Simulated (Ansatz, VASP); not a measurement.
Fe in VASP and in Ansatz

Contents of INCAR:

```
SYSTEM = Fe
  PREC = Accurate
  ENCUT = 520
  EDIFF = 1E-7
  ISMEAR = -1
  SIGMA = 0.1
  LREAL = .FALSE.
  LASPH = .TRUE.
  NELM = 60
  ALGO = Normal
  ISIF = 2
  LWAVE = .FALSE.
  LCHARG = .FALSE.
  GGA = PE
  NBANDS = 10
```

The input KPOINTS:

```
Automatic mesh
0
G
  21 21 21
  0 0 0
```

Contents of POSCAR:

```
Fe
1.0
   -1.2711775677      1.2711775677      1.2711775677
    1.2711775677     -1.2711775677      1.2711775677
    1.2711775677      1.2711775677     -1.2711775677
Fe
1
Direct
    0.0000000000      0.0000000000      0.0000000000
```

Input for Ansatz:

```yaml
crystal:
  lattice:
    - [-1.2711775677, 1.2711775677, 1.2711775677]
    - [1.2711775677, -1.2711775677, 1.2711775677]
    - [1.2711775677, 1.2711775677, -1.2711775677]
  atoms:
    - { symbol: Fe, position: [0.0, 0.0, 0.0] }
kpoints:
  mp_grid: { grid: [21, 21, 21] }
scf:
  occupations: { method: fermi_dirac, width: 0.1 }
hamiltonian:
  xc: pbe
  pseudopotentials: { kind: paw }
output:
  forces: true
  stress: true
  eigenvalues: true
  populations: true
  write_density: true
  write_potential: true
  elf: true
  volumetric_format: npy
```

Change from the starting cell: volume scaled by 0.78, PAW files.

Alike in both runs: task single point; functional PBE; k mesh 21 × 21 × 21; occupations fermi-dirac, width 0.1 eV; no spin polarisation.

|  | VASP | Ansatz |
| --- | --- | --- |
| version | VASP 6.6.1 | Ansatz 0.2.0 |
| potentials or method | VASP PAW PBE potentials, release 64 (Fe) | PAW with Ansatz's default frozen-core files, scalar-relativistic |
| plane-wave cutoff (eV) | 520 | 420 |
| valence electrons in the cell | 8 | 16 |

```csv
,VASP,Ansatz,Ansatz less VASP
pressure (GPa),114.6,115.5,+0.98
```

The functional is the same, so the differences come from potentials, cutoffs and numerics. The two sets of potentials don't hold the same shells in valence.

Caveats: the cell as given lies far from equilibrium; so large a pressure means that the cell lies far from this level's equilibrium, or that cutoff or potentials fall short (VASP); the run has no spin polarisation, though such a crystal can be magnetic. Spin polarisation is off, so any magnetic state and its effect on volume and gap are missing.
